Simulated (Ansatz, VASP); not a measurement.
**One calculation of MgS, two programs**

```
CELL_PARAMETERS angstrom
0.00000 2.80257 2.86964
2.80257 0.00000 2.86964
2.80257 2.80257 0.00000
ATOMIC_POSITIONS crystal
Mg 0.00000 0.00000 0.00000
S 0.25000 0.25000 0.25000
```

Change from the starting cell: epitaxial_xy strain -1.0%.

Alike in both runs: task single point; functional PBE; k mesh 8 × 8 × 8; occupations fermi-dirac, width 0.02 eV; no spin polarisation.

|  | VASP | Ansatz |
| --- | --- | --- |
| version | VASP 6.6.1 | Ansatz 0.2.0 |
| potentials or method | VASP PAW PBE potentials, release 64 (Mg, S) | plane waves, PAW |
| plane-wave cutoff (eV) | 520 | 420 |
| valence electrons in the cell | 8 | 16 |

VASP gave:

- gap on the k mesh at the Fermi level (eV): 3.47
- pressure (GPa): 1.3
- largest component of the traceless stress (GPa): 0.35

Problem. Estimate Ansatz's values.

Solution. gap on the k mesh at the Fermi level (eV): 3.47; pressure (GPa): 1.5; largest component of the traceless stress (GPa): 0.34.

The two sets of potentials don't hold the same shells in valence.

A k mesh can miss the band edges.
